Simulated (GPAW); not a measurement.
Something may be wrong with this GPAW 26.7.0 calculation of Al.

run.py

```python
import json
import numpy as np
import spglib
from ase import Atoms
from ase.dft.bandgap import bandgap
from ase.dft.wannier import Wannier
from ase.io import read, write
from ase.units import GPa
from gpaw import GPAW, PW, setup_paths

setup_paths.insert(0, '.')

atoms = read('Al.cif')
cell, positions, numbers = spglib.find_primitive(
    (atoms.cell[:], atoms.get_scaled_positions(), atoms.numbers), symprec=1e-4)
atoms = Atoms(numbers, cell=cell, scaled_positions=positions, pbc=True)

calc = GPAW(mode=PW(600),
            xc='PBEsol',
            kpts={'size': (1, 1, 1), 'gamma': True},
            occupations={'name': 'fermi-dirac', 'width': 0.05},
            nbands=7,
            convergence={'density': 1e-05, 'energy': 1e-05},
            maxiter=50,
            txt='gpaw.txt')
atoms.calc = calc
energy = atoms.get_potential_energy()
forces = atoms.get_forces()
stress = atoms.get_stress()
calc.write('gs.gpw')
write('result.traj', atoms)
print(f'Energy: {energy:.6f} eV')
print('Forces (eV/A):')
print(forces.round(4))
print('Stress (GPa):', (stress / GPa).round(3))
print('Fermi level:', round(calc.get_fermi_level(), 4), 'eV')
print(f'Gap: {bandgap(calc)[0]:.4f} eV, direct: {bandgap(calc, direct=True)[0]:.4f} eV')

nocc = int(round(calc.get_number_of_electrons() / 2))
full = calc.fixed_density(kpts={'size': (1, 1, 1), 'gamma': True}, symmetry='off', nbands=nocc + 6,
                          convergence={'bands': nocc}, txt='full.txt')
wan, values = None, []
for seed in range(6):  # several starts, since the search can end in a local maximum
    trial = Wannier(nwannier=nocc, calc=full, nbands=nocc, functional='var',
                    initialwannier='scdm' if seed == 0 else 'random', rng=np.random.RandomState(seed))
    trial.localize(tolerance=1e-6)
    values.append(trial.get_functional_value())
    print(f'start {seed}: functional {values[-1]:.5f}', flush=True)
    if values[-1] == max(values):
        wan = trial
wan.localize(step=0.1, tolerance=1e-8)
wan.translate_all_to_cell((0, 0, 0))
centres, spreads = wan.get_centers(), wan.get_spreads()
for x, s in zip(centres, spreads):
    d = np.linalg.norm(atoms.repeat(3).positions - atoms.cell.sum(0) - x, axis=1)
    print(x.round(4), f'spread {s:.4f} A^2, nearest {atoms[d.argmin() % len(atoms)].symbol} at {d.min():.3f} A')
onsite = wan.get_hopping((0, 0, 0)).diagonal().real
print('On-site energies:', onsite.round(4))
json.dump({'centres': centres.tolist(), 'spreads': spreads.tolist(), 'onsite': onsite.tolist(), 'values': values},
          open('wannier.json', 'w'))
```

The input Al.cif:

```cif
data_Al
_cell_length_a 4.04961000
_cell_length_b 4.04961000
_cell_length_c 4.04961000
_cell_angle_alpha 90.00000000
_cell_angle_beta 90.00000000
_cell_angle_gamma 90.00000000
_space_group_name_H-M_alt 'Fm-3m'
_space_group_name_Hall '-F 4 2 3'
_space_group_IT_number 225
loop_
_space_group_symop_operation_xyz
'x,y,z'
'-x,-y,-z'
'-y,x,z'
'y,-x,-z'
'-x,-y,z'
'x,y,-z'
'y,-x,z'
'-y,x,-z'
'x,-y,-z'
'-x,y,z'
'-y,-x,-z'
'y,x,z'
'-x,y,-z'
'x,-y,z'
'y,x,-z'
'-y,-x,z'
'z,x,y'
'-z,-x,-y'
'z,-y,x'
'-z,y,-x'
'z,-x,-y'
'-z,x,y'
'z,y,-x'
'-z,-y,x'
'-z,x,-y'
'z,-x,y'
'-z,-y,-x'
'z,y,x'
'-z,-x,y'
'z,x,-y'
'-z,y,x'
'z,-y,-x'
'y,z,x'
'-y,-z,-x'
'x,z,-y'
'-x,-z,y'
'-y,z,-x'
'y,-z,x'
'-x,z,y'
'x,-z,-y'
'-y,-z,x'
'y,z,-x'
'-x,-z,-y'
'x,z,y'
'y,-z,-x'
'-y,z,x'
'x,-z,y'
'-x,z,-y'
'x,y+1/2,z+1/2'
'-x,-y+1/2,-z+1/2'
'-y,x+1/2,z+1/2'
'y,-x+1/2,-z+1/2'
'-x,-y+1/2,z+1/2'
'x,y+1/2,-z+1/2'
'y,-x+1/2,z+1/2'
'-y,x+1/2,-z+1/2'
'x,-y+1/2,-z+1/2'
'-x,y+1/2,z+1/2'
'-y,-x+1/2,-z+1/2'
'y,x+1/2,z+1/2'
[... 40 lines left out ...]
'-x+1/2,-y,z+1/2'
'x+1/2,y,-z+1/2'
'y+1/2,-x,z+1/2'
'-y+1/2,x,-z+1/2'
'x+1/2,-y,-z+1/2'
'-x+1/2,y,z+1/2'
'-y+1/2,-x,-z+1/2'
'y+1/2,x,z+1/2'
'-x+1/2,y,-z+1/2'
'x+1/2,-y,z+1/2'
'y+1/2,x,-z+1/2'
'-y+1/2,-x,z+1/2'
'z+1/2,x,y+1/2'
'-z+1/2,-x,-y+1/2'
'z+1/2,-y,x+1/2'
'-z+1/2,y,-x+1/2'
'z+1/2,-x,-y+1/2'
'-z+1/2,x,y+1/2'
'z+1/2,y,-x+1/2'
'-z+1/2,-y,x+1/2'
'-z+1/2,x,-y+1/2'
'z+1/2,-x,y+1/2'
'-z+1/2,-y,-x+1/2'
'z+1/2,y,x+1/2'
'-z+1/2,-x,y+1/2'
'z+1/2,x,-y+1/2'
'-z+1/2,y,x+1/2'
'z+1/2,-y,-x+1/2'
'y+1/2,z,x+1/2'
'-y+1/2,-z,-x+1/2'
'x+1/2,z,-y+1/2'
'-x+1/2,-z,y+1/2'
'-y+1/2,z,-x+1/2'
'y+1/2,-z,x+1/2'
'-x+1/2,z,y+1/2'
'x+1/2,-z,-y+1/2'
'-y+1/2,-z,x+1/2'
'y+1/2,z,-x+1/2'
'-x+1/2,-z,-y+1/2'
'x+1/2,z,y+1/2'
'y+1/2,-z,-x+1/2'
'-y+1/2,z,x+1/2'
'x+1/2,-z,y+1/2'
'-x+1/2,z,-y+1/2'
'x+1/2,y+1/2,z'
'-x+1/2,-y+1/2,-z'
'-y+1/2,x+1/2,z'
'y+1/2,-x+1/2,-z'
'-x+1/2,-y+1/2,z'
'x+1/2,y+1/2,-z'
'y+1/2,-x+1/2,z'
'-y+1/2,x+1/2,-z'
'x+1/2,-y+1/2,-z'
'-x+1/2,y+1/2,z'
'-y+1/2,-x+1/2,-z'
'y+1/2,x+1/2,z'
'-x+1/2,y+1/2,-z'
'x+1/2,-y+1/2,z'
'y+1/2,x+1/2,-z'
'-y+1/2,-x+1/2,z'
'z+1/2,x+1/2,y'
'-z+1/2,-x+1/2,-y'
'z+1/2,-y+1/2,x'
'-z+1/2,y+1/2,-x'
'z+1/2,-x+1/2,-y'
'-z+1/2,x+1/2,y'
'z+1/2,y+1/2,-x'
'-z+1/2,-y+1/2,x'
'-z+1/2,x+1/2,-y'
'z+1/2,-x+1/2,y'
'-z+1/2,-y+1/2,-x'
'z+1/2,y+1/2,x'
'-z+1/2,-x+1/2,y'
'z+1/2,x+1/2,-y'
'-z+1/2,y+1/2,x'
'z+1/2,-y+1/2,-x'
'y+1/2,z+1/2,x'
'-y+1/2,-z+1/2,-x'
'x+1/2,z+1/2,-y'
'-x+1/2,-z+1/2,y'
'-y+1/2,z+1/2,-x'
'y+1/2,-z+1/2,x'
'-x+1/2,z+1/2,y'
'x+1/2,-z+1/2,-y'
'-y+1/2,-z+1/2,x'
'y+1/2,z+1/2,-x'
'-x+1/2,-z+1/2,-y'
'x+1/2,z+1/2,y'
'y+1/2,-z+1/2,-x'
'-y+1/2,z+1/2,x'
'x+1/2,-z+1/2,y'
'-x+1/2,z+1/2,-y'
loop_
_atom_site_label
_atom_site_type_symbol
_atom_site_symmetry_multiplicity
_atom_site_Wyckoff_symbol
_atom_site_fract_x
_atom_site_fract_y
_atom_site_fract_z
_atom_site_occupancy
Al1 Al 4 a 0.0000000000 0.0000000000 0.0000000000 1
```

Potentials or basis: PAW data sets generated in the run's folder for this functional, pw.

The run is started by

```console
$ gpaw-setup -f PBEsol Al
$ OMP_NUM_THREADS=1 python run.py
```

gpaw.txt:

```text
__  _  _
 | _ |_)|_||  |
 |__||  | ||/\| - 26.7.0

Input parameters:
  mode=PW(ecut=600.0),
  convergence={'density': 1e-05, 'energy': 1e-05},
  kpts=MonkhorstPack(size=(1, 1, 1), gamma=True),
  maxiter=50,
  nbands=7,
  occupations=Occupations(name='fermi-dirac', width=0.05),
  xc=XC(name='PBEsol')

Diagonalizing LCAO Hamiltonian
Converting LCAO to pw mode

       Al

Atoms  # Å, Bohr magnetons
|   | symbol |        x |        y |        z |    initial magnetic moments |
|---|--------|----------|----------|----------|-----------------------------|
| 0 |     Al | 0.000000 | 0.000000 | 0.000000 | ( 0.0000,  0.0000,  0.0000) |

Unit cell  # Å
| periodic |        x |        y |        z |  lengths |    angles |
|----------|----------|----------|----------|----------|-----------|
|      yes | 0.000000 | 2.024805 | 2.024805 | 2.863507 | 60.000000 |
|      yes | 2.024805 | 0.000000 | 2.024805 | 2.863507 | 60.000000 |
|      yes | 2.024805 | 2.024805 | 0.000000 | 2.863507 | 60.000000 |

Number of symmetries: 48
Symmetry operations  # r_c * U_cc + t_c -> r_c
|    | kind |            matrix            |
|----|------|------------------------------|
[... 153 lines left out ...]
|iter:   8| |   -0.530752 | -1.90 | -0.87 |
|iter:   9| |   -0.529692 | -3.50 | -1.38 |
|iter:  10| |   -0.531999 | -3.48 | -1.34 |
|iter:  11| |   -0.532112 | -4.47 | -2.05 |
|iter:  12| |   -0.532108 | -6.33 | -2.72 |
|iter:  13| |   -0.532106c| -6.18 | -2.64 |
|iter:  14| |   -0.532106c| -7.68c| -4.49 |
|iter:  15| |   -0.532106c| -8.63c| -5.03c|

Converged in 15 steps
Energy contributions relative to reference atoms: (reference = -6590.127727)

Energy contributions:
  Kinetic:          -6.931384
  Coulomb:          11.273661
  Zero:              0.093461
  External:          0.000000
  Xc:               -4.900259
  Entropy:          -0.135168
  Spinorbit:         0.000000
  ----------------------------
  Free energy:      -0.599690
  Extrapolated:     -0.532106

dipole moment: (-6.918556, -6.918556, -6.918556)  # |e|*Ang

Fermi level: 19.512
[... 16 lines left out ...]
Forces  # eV/Ang
|        x |       y |        z |
|----------|---------|----------|
| -0.00000 | 0.00000 | -0.00000 |  # Al   0

Stress tensor  # eV/Ang^3
|        x |         y |         z |
|----------|-----------|-----------|
| 0.008072 |  0.000000 |  0.000000 |
| 0.000000 |  0.008072 | -0.000000 |
| 0.000000 | -0.000000 |  0.008072 |

# Writing to gs.gpw (mode='')
```

On the terminal:

```text
Energy: -0.532106 eV
Forces (eV/A):
[[-0.  0. -0.]]
Stress (GPa): [ 1.293  1.293  1.293 -0.     0.     0.   ]
Fermi level: 19.512 eV
[... 1 line left out ...]
start 0: functional 0.26873
start 1: functional 0.26873
start 2: functional 0.26873
start 3: functional 0.26873
start 4: functional 0.26873
start 5: functional 0.26873
[2.0248 2.0248 2.0248] spread 1.8974 A^2, nearest Al at 2.025 A
[2.0248 4.0496 2.0248] spread 0.7273 A^2, nearest Al at 0.000 A
On-site energies: [-4.0543 19.5925]
```

Problem. Diagnose the run.

Solution. The calculation finished and met its thresholds. The input holds a flaw that was put in on purpose: one k point for a small cell (kpts = {"size": [1, 1, 1], "gamma": true}). The program doesn't stop on it, so the numbers can't be trusted though the run ends normally.
